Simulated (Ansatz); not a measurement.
Task: a comparison of functionals at one structure of TiPbO3, space group Pm-3m, with Ansatz 0.2.0, Python API. Give the script and its output. Level of theory (first run): r2SCAN, PAW, cutoff 450 eV, 6×6×6 k-points, fixed occupations. The script varies functional: r2scan, pbe, blyp.

```
Ti Pb O
1.0
     3.96390    0.00000    0.00000
     0.00000    3.96390    0.00000
     0.00000    0.00000    3.96390
Ti Pb O
1 1 3
Direct
  0.50000 0.50000 0.50000
  0.00000 0.00000 0.00000
  0.00000 0.50000 0.50000
  0.50000 0.00000 0.50000
  0.50000 0.50000 0.00000
```

`xc.py`
```python
'''One structure of TiPbO3 under several functionals.'''

import ansatz as az


def main() -> None:
    structure = (
        az.Lattice.from_parameters(3.9639, 3.9639, 3.9639, alpha=90.0, beta=90.0, gamma=90.0)
        .atom('Ti', [0.5, 0.5, 0.5])
        .atom('Pb', [0.0, 0.0, 0.0])
        .atom('O', [0.0, 0.5, 0.5])
        .atom('O', [0.5, 0.0, 0.5])
        .atom('O', [0.5, 0.5, 0.0])
    )

    setup = (
        structure.calculation()
        .basis(450)
        .kpoints(6)
        .occupations('Fixed')
        .band_table()
    )

    rows = []
    for value in ['r2scan', 'pbe', 'blyp']:
        rep = setup.functional(value).run(threads=1, pin='off').report
        rows.append((value, rep['free_energy_ev'] / len(rep['lattice']['sites']), rep['n_iterations'], rep['gap_by_band_count_ev'], rep['n_kpoints']))

    print('  functional   F/atom (eV)    iterations  gap by band count (eV)      k-points')
    for row in rows:
        print(f'{str(row[0]):>12s}  {row[1]:12.5f}  {row[2]:12d}  {row[3]:22.3f}  {row[4]:12d}')


if __name__ == '__main__':
    main()
```

`python xc.py` gives:
```text
DeckWarning: basis.ecutwfc = 450 eV is below the records' recommended 500 eV, and the density's cutoff is lower with it unless basis.ecutrho_ratio is high enough to keep the records' density cutoff: compare with a run at a higher cutoff
  functional   F/atom (eV)    iterations  gap by band count (eV)      k-points
      r2scan   -3227.14802             8                   1.943            20
         pbe   -3222.47005             6                   1.652            20
        blyp   -3230.58866             7                   1.716            20
```
(Warnings from the package without file and line.)

Reading the output:
- The cutoff lies under the one recommended for these potentials in some of the runs.
- The run is spin-unpolarised.
- Spin-orbit coupling, left out here, can change this gap by several tenths of an eV, and inverted bands can meet off the mesh.
- Of the deposited cell: it was measured well above room temperature.
- The starting cell is as deposited in a crystallographic database; the results hold for this polymorph, which needn't be the stable one.
- Levels are Kohn-Sham eigenvalues on this mesh, without spin-orbit coupling.
- Total energies of different functionals can't be compared; pressures, moments and gaps at this one structure can.
- Timing: 7.9 s on 1 thread of Arm Neoverse V2 (shared host), peak memory 0.48 GiB.
